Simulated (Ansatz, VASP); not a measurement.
One calculation of SiNi3, two programs

```
CELL_PARAMETERS angstrom
3.54200 0.00000 0.00000
0.00000 3.54200 0.00000
0.00000 0.00000 3.54200
ATOMIC_POSITIONS crystal
Ni 0.50000 0.50000 0.00000
Ni 0.50000 0.00000 0.50000
Ni 0.00000 0.50000 0.50000
Si 0.00000 0.00000 0.00000
```

Alike in both runs: functional LDA; k mesh 4 × 4 × 4; occupations fermi-dirac, width 0.05 eV; collinear spin.

|  | VASP | Ansatz |
| --- | --- | --- |
| version | VASP 6.6.1 | Ansatz 0.2.0 |
| potentials or method | VASP PAW LDA potentials, release 64 (Ni, Si) | Ansatz PAW |
| plane-wave cutoff (eV) | 520 | 420 |
| valence electrons in the cell | 34 | 58 |
| task | single point | band structure |

|  | VASP | Ansatz | Ansatz less VASP |
| --- | --- | --- | --- |
| gap on the k mesh at the Fermi level (eV) | none | none | - |
| pressure (GPa) | -19.7 | -20.1 | -0.35 |
| net moment per atom (μB) | 0.00 | 0.00 | 0.000 |

A gap of «none» marks a metal or a gap that the smearing closes. The two sets of potentials don't hold the same shells in valence.

Caveats: the k mesh is coarse (spacing up to 0.44 Å⁻¹), so the values aren't converged; so large a pressure means that the cell lies far from this level's equilibrium, or that cutoff or potentials fall short (VASP); the PAW data sets come from PBE, with cores solved anew for the run's functional, which leaves a small shift of forces and pressure (Ansatz); the starting moments weren't kept (Ansatz).
